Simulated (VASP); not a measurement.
# MoP (P-6m2) in VASP: notebook

One crystal, MoP, is run at these levels: PBE, r2SCAN; tasks: relaxation of cell and atoms.

All numbers are computed with VASP 6.6.1; they aren't measurements. Logs are shortened: lines on timing, memory, paths and dates and some standing lists are left out, and cuts for length are marked.

## Step 1: The structure

It takes space group P-6m2 (No. 187, hexagonal). Conventional cell: a = 3.230 Å, b = 3.230 Å, c = 3.203 Å, α = 90.00°, β = 90.00°, γ = 120.00°. Mo (site symmetry -6m2) is surrounded by 6 P at 2.46 Å. P (site symmetry -6m2) is surrounded by 6 Mo at 2.46 Å.

## Step 2: Relaxation of cell and atoms, PBE

INCAR reads:

```
SYSTEM = MoP
  PREC = Accurate
  ENCUT = 300
  EDIFF = 1E-7
  ISMEAR = 1
  SIGMA = 0.1
  LREAL = .False.
  LASPH = .True.
  NELM = 80
  ALGO = Normal
  ISIF = 3
  LWAVE = .False.
  LCHARG = .False.
  GGA = PE
  IBRION = 2
  NSW = 90
  EDIFFG = -0.005
```

KPOINTS reads:

```
regular mesh
0
Gamma
  8 8 6
  0 0 0
```

POSCAR reads:

```
MoP                                     
1.0
    3.2303404054     -0.0000000000      0.0000000000
   -1.6151702027      2.7975568540     -0.0000000000
    0.0000000000     -0.0000000000      3.2028833705
  Mo              P             
     1     1
Direct
     0.0000000000000000    0.0000000000000000    0.0000000000000000
     0.3333333332999970    0.6666666667000030    0.5000000000000000
```

Potentials or basis: VASP PAW PBE potentials, release 64 (Mo, P).

The run is started by

```sh
$ cat potpaw_PBE.64/Mo/POTCAR potpaw_PBE.64/P/POTCAR > POTCAR
$ mpirun -np 1 vasp_std > vasp.out
```

OUTCAR:

```text
SYSTEM = MoP
   PREC = Accurate
   ENCUT = 300
   EDIFF = 1E-7
   ISMEAR = 1
   LREAL = .False.
   LASPH = .True.
   NELM = 80
   ISIF = 3
   GGA = PE
   IBRION = 2
   NSW = 90
   EDIFFG = -0.005

 ion  position               nearest neighbor table
   1  0.000  0.000  0.000-   2 2.46   2 2.46   2 2.46   2 2.46   2 2.46   2 2.46
   2  0.333  0.667  0.500-   1 2.46   1 2.46   1 2.46   1 2.46   1 2.46   1 2.46

  LATTYP: Found a hexagonal cell.
 ALAT       =     3.2303404054
 C/A-ratio  =     0.9915002658

  Lattice vectors:

 A1 = (   3.2303404054,   0.0000000000,   0.0000000000)
 A2 = (  -1.6151702027,   2.7975568540,   0.0000000000)
 A3 = (   0.0000000000,   0.0000000000,   3.2028833705)

Analysis of symmetry for initial positions (statically):
=====================================================================
 Subroutine PRICEL returns:
 Original cell was already a primitive cell.

 Routine SETGRP: Setting up the symmetry group for a
 hexagonal supercell.

 Subroutine GETGRP returns: Found 12 space group operations
 (whereof 12 operations were pure point group operations)
 out of a pool of 24 trial point group operations.

The static configuration has the point symmetry D_3h.

Analysis of symmetry for dynamics (positions and initial velocities):
=====================================================================
 Subroutine PRICEL returns:
 Original cell was already a primitive cell.

 Routine SETGRP: Setting up the symmetry group for a
 hexagonal supercell.

 Subroutine GETGRP returns: Found 12 space group operations
 (whereof 12 operations were pure point group operations)
 out of a pool of 24 trial point group operations.

The dynamic configuration has the point symmetry D_3h.

 Subroutine INISYM returns: Found 12 space group operations
 (whereof 12 operations are pure point group operations),
 and found     1 'primitive' translations

----------------------------------------------------------------------------------------

                                     Primitive cell

[... 147 lines left out ...]
  -------------------------------------------------------------------------------------
  Total       -0.0078157     -0.0078157      0.0131888      0.0000000      0.0000000      0.0000000
  in kB       -0.4326210     -0.4326210      0.7300427      0.0000000      0.0000000      0.0000000
  external PRESSURE =      -0.0450664 kB  Pullay stress =       0.0000000 kB

 VOLUME and BASIS-vectors are now :
 -----------------------------------------------------------------------------
  energy-cutoff  :      300.00
  volume of cell :       28.94
      direct lattice vectors                 reciprocal lattice vectors
     3.230340405  0.000000000  0.000000000     0.309564899  0.178727378  0.000000000
    -1.615170203  2.797556854  0.000000000     0.000000000  0.357454755  0.000000000
     0.000000000  0.000000000  3.202883370     0.000000000  0.000000000  0.312218674

 POSITION                                       TOTAL-FORCE (eV/Angst)
 -----------------------------------------------------------------------------------
      0.00000      0.00000      0.00000        -0.000000      0.000000      0.000000
     -0.00000      1.86504      1.60144         0.000000      0.000000      0.000000
 -----------------------------------------------------------------------------------
    total drift:                               -0.000000      0.000000     -0.000000

  FREE ENERGIE OF THE ION-ELECTRON SYSTEM (eV)
  ---------------------------------------------------
  free  energy   TOTEN  =       -17.6740021298 eV

  energy  without entropy=      -17.6729139862  energy(sigma->0) =      -17.67363942

--------------------------------------- Ionic step        2  -------------------------------------------

 number of electron      10.9999995 magnetization

 Free energy of the ion-electron system (eV)
  ---------------------------------------------------
  ext. energy  EPLUGINS =         0.00000000
  ---------------------------------------------------
  free energy    TOTEN  =       -17.67400495 eV

  energy without entropy =      -17.67295575  energy(sigma->0) =      -17.67365522

 E-fermi :   8.8245     XC(G=0): -12.3920

 val. band max:        8.8102026023   @ k =   0.1250   0.0000   0.0000
 cond. band min:       8.8596407545   @ k =   0.3750  -0.0000   0.1667
 fundamental gap:      0.0494381522
 Fermi energy:         8.8244893111

 k-point     1 :       0.0000    0.0000    0.0000
  band No.  band energies     occupation
      1      -5.1935      2.00000
      2       4.5513      2.00000
      3       5.4137      2.00000
      4       5.4137      2.00000
      5       7.9891      2.00000
      6       8.9213     -0.04296
      7       8.9213     -0.04296
      8      12.8412      0.00000
      9      12.8412      0.00000
[... 265 lines left out ...]
 k-point    24 :       0.3750   -0.0000    0.3333
  band No.  band energies     occupation
      1      -2.6480      2.00000
      2       2.3298      2.00000
      3       3.9200      2.00000
      4       4.8992      2.00000
      5       6.7913      2.00000
      6       9.2566     -0.00000
      7       9.8988     -0.00000
      8      12.4646      0.00000
      9      13.5906      0.00000

 [... further k-points ...]
[... 5 lines left out ...]
  --------------------------------------------------------------------------------------
  -------------------------------------------------------------------------------------
  Total       -0.0005817     -0.0005817     -0.0047453      0.0000000     -0.0000000     -0.0000000
  in kB       -0.0322030     -0.0322030     -0.2626821      0.0000000     -0.0000000     -0.0000000
  external PRESSURE =      -0.1090294 kB  Pullay stress =       0.0000000 kB

 VOLUME and BASIS-vectors are now :
 -----------------------------------------------------------------------------
  energy-cutoff  :      300.00
  volume of cell :       28.94
      direct lattice vectors                 reciprocal lattice vectors
     3.229731409  0.000000000  0.000000000     0.309623270  0.178761078  0.000000000
    -1.614865704  2.797029448  0.000000000     0.000000000  0.357522157  0.000000000
    -0.000000000  0.000000000  3.203902310     0.000000000 -0.000000000  0.312119379

 POSITION                                       TOTAL-FORCE (eV/Angst)
 -----------------------------------------------------------------------------------
      3.22973      0.00000      0.00000        -0.000000     -0.000000      0.000000
     -0.00000      1.86469      1.60195         0.000000      0.000000      0.000000
 -----------------------------------------------------------------------------------
    total drift:                               -0.000000      0.000000      0.000000

  FREE ENERGIE OF THE ION-ELECTRON SYSTEM (eV)
  ---------------------------------------------------
  free  energy   TOTEN  =       -17.6740049527 eV

  energy  without entropy=      -17.6729557482  energy(sigma->0) =      -17.67365522

 reached required accuracy - stopping structural energy minimisation
```

OSZICAR:

```text
N       E                     dE             d eps       ncg     rms          rms(c)
DAV:   1     0.928514780397E+01    0.92851E+01   -0.36451E+03   880   0.629E+02
DAV:   2    -0.179287694088E+02   -0.27214E+02   -0.25674E+02   963   0.138E+02
DAV:   3    -0.187255922861E+02   -0.79682E+00   -0.78976E+00   892   0.222E+01
DAV:   4    -0.187366370714E+02   -0.11045E-01   -0.11023E-01   971   0.195E+00
[... 11 lines left out ...]
       N       E                     dE             d eps       ncg     rms          rms(c)
DAV:   1    -0.176740074808E+02   -0.52943E-05   -0.32398E-04   722   0.151E-01    0.760E-03
DAV:   2    -0.176740056819E+02    0.17989E-05   -0.48118E-06   906   0.192E-02    0.425E-03
DAV:   3    -0.176740049212E+02    0.76070E-06   -0.18650E-06   795   0.844E-03    0.107E-03
DAV:   4    -0.176740049527E+02   -0.31498E-07   -0.52115E-08   368   0.215E-03
   2 F= -.17674005E+02 E0= -.17673655E+02  d E =-.282292E-05
```

CONTCAR:

```text
MoP
   1.00000000000000
     3.2297314088789726    0.0000000000000000    0.0000000000000000
    -1.6148657044394863    2.7970294475419446    0.0000000000000000
    -0.0000000000000000    0.0000000000000000    3.2039023098097648
  Mo              P
     1     1
Direct
     1.0000000000000000    0.0000000000000000    0.0000000000000000
     0.3333333332999970    0.6666666667000030    0.5000000000000000

  0.00000000E+00  0.00000000E+00  0.00000000E+00
  0.00000000E+00  0.00000000E+00  0.00000000E+00
```

Run time: 7.1 s. Hardware: 1 thread of AMD EPYC 7R13 (Zen 3), shared host; peak memory 0.09 GiB.

Results:

```yaml
Free_energy: -17.6740 eV
Energy_gained_by_relaxing: 0.0 meV/atom
Ionic_steps: 2
Pressure_after_relaxing: 0.0 GPa
Band_gap_on_the_k_mesh: none (metal or under the smearing width)
```

Final structure:
```xyz
2
Lattice="3.2297 0.0000 0.0000 -1.6149 2.7970 0.0000 0.0000 0.0000 3.2039" Properties=species:S:1:pos:R:3 pbc="T T T"
Mo    3.2297    0.0000    0.0000
P     0.0000    1.8647    1.6020
```

Levels at points of the mesh, in eV from the Fermi level:
| k point | band 2 | band 3 | band 4 | band 5 | band 6 | band 7 | band 8 | band 9 |
| --- | --- | --- | --- | --- | --- | --- | --- | --- |
| (0.00, 0.00, 0.00) | -4.27 | -3.41 | -3.41 | -0.84 | 0.10 | 0.10 | 4.02 | 4.02 |
| (0.50, 0.00, 0.00) | -7.36 | -4.06 | -3.83 | -1.37 | -0.59 | 1.53 | 2.16 | 4.57 |
| (0.00, 0.00, 0.50) | -7.92 | -2.82 | -2.82 | -1.82 | -1.82 | 1.12 | 2.90 | 2.90 |
| (0.50, 0.00, 0.50) | -6.27 | -5.45 | -4.52 | -1.20 | 1.24 | 1.63 | 3.41 | 4.86 |

Caveat: the cutoff is under 1.25 times the usual one of these potentials, so pressure, stress and relaxed cells hold a basis-set (Pulay) error.

## Step 3: Relaxation of cell and atoms, r2SCAN

This run uses another cell than the first one, of 14.35 Å³/atom, 0.992 times its volume.

INCAR reads:

```
SYSTEM = MoP
PREC     = Accurate       ! precision mode
ENCUT    = 600            ! plane-wave cutoff, eV
EDIFF    = 1E-6           ! SCF threshold, eV
ISMEAR   = 1              ! smearing method
SIGMA    = 0.1            ! smearing width, eV
LREAL    = .FALSE.        ! projectors in reciprocal space
LASPH    = .TRUE.         ! aspherical terms in the spheres
NELM     = 80             ! most SCF steps
ALGO     = Normal         ! electronic algorithm
ISIF     = 3              ! what is computed and relaxed
LWAVE    = .FALSE.        ! write WAVECAR
LCHARG   = .FALSE.        ! write CHGCAR
METAGGA  = R2SCAN         ! meta-GGA
LMIXTAU  = .TRUE.       
IBRION   = 2              ! ionic algorithm
NSW      = 90             ! ionic steps
EDIFFG   = -0.01          ! ionic threshold
```

KPOINTS reads:

```
Automatic mesh
0
G
  15 15 11
  0 0 0
```

POSCAR reads:

```
MoP
1.0
    3.2230000000      0.0000000000      0.0000000000
   -1.6115000000      2.7911998764      0.0000000000
    0.0000000000      0.0000000000      3.1910000000
Mo P
1 1
Direct
    0.0000000000      0.0000000000      0.0000000000
    0.3333333333      0.6666666667      0.5000000000
```

Potentials or basis: VASP PAW PBE potentials, release 64 (Mo_sv, P).

The run is started by

```sh
$ cat potpaw_PBE.64/Mo_sv/POTCAR potpaw_PBE.64/P/POTCAR > POTCAR
$ mpirun -np 1 vasp_std > vasp.out
```

Run time: 7.3 min. Hardware: 1 thread of Intel Xeon 6975P-C (Granite Rapids), shared host; peak memory 0.23 GiB.

The run converged. Its results:

```
Free energy                            : -36.4588 eV
Relaxed volume                         : 14.43 Å³/atom
Relaxed cell                           : a = 3.237 Å, b = 3.237 Å, c = 3.181 Å, α = 90.00°, β = 90.00°, γ = 120.00°
Space group after relaxing (to 0.05 Å) : P-6m2 (No. 187)
Energy gained by relaxing              : 0.7 meV/atom
Ionic steps                            : 5
Pressure after relaxing                : 0.0 GPa
Band gap on the k mesh                 : none (metal or under the smearing width)
```

Step by step:
```csv
step,energy change (eV),largest force (eV/Å),pressure (GPa),volume (Å³)
1,0.0000,0.0000,1.03,28.71
2,-0.0001,0.0000,-1.74,29.09
3,-0.0010,0.0000,-0.40,28.90
4,-0.0012,0.0000,0.30,28.84
5,-0.0013,0.0000,0.02,28.86
```

Final structure:
```yaml
crystal:
  lattice:
    - [3.23675, 0.00000, 0.00000]
    - [-1.61837, 2.80310, 0.00000]
    - [0.00000, 0.00000, 3.18136]
  atoms:
    - { symbol: Mo, position: [0.00000, 0.00000, 0.00000] }
    - { symbol: P, position: [0.33333, 0.66667, 0.50000] }
```

Levels at points of the mesh, in eV from the Fermi level:
| k point | band 7 | band 8 | band 9 | band 10 | band 11 | band 12 | band 13 |
| --- | --- | --- | --- | --- | --- | --- | --- |
| (0.00, 0.00, 0.00) | -3.54 | -3.54 | -0.75 | 0.25 | 0.25 | 4.30 | 4.30 |

Caveat: the PAW data sets were made with another functional, which shifts forces and pressure a little. Zero-point motion and thermal expansion aren't in these numbers.
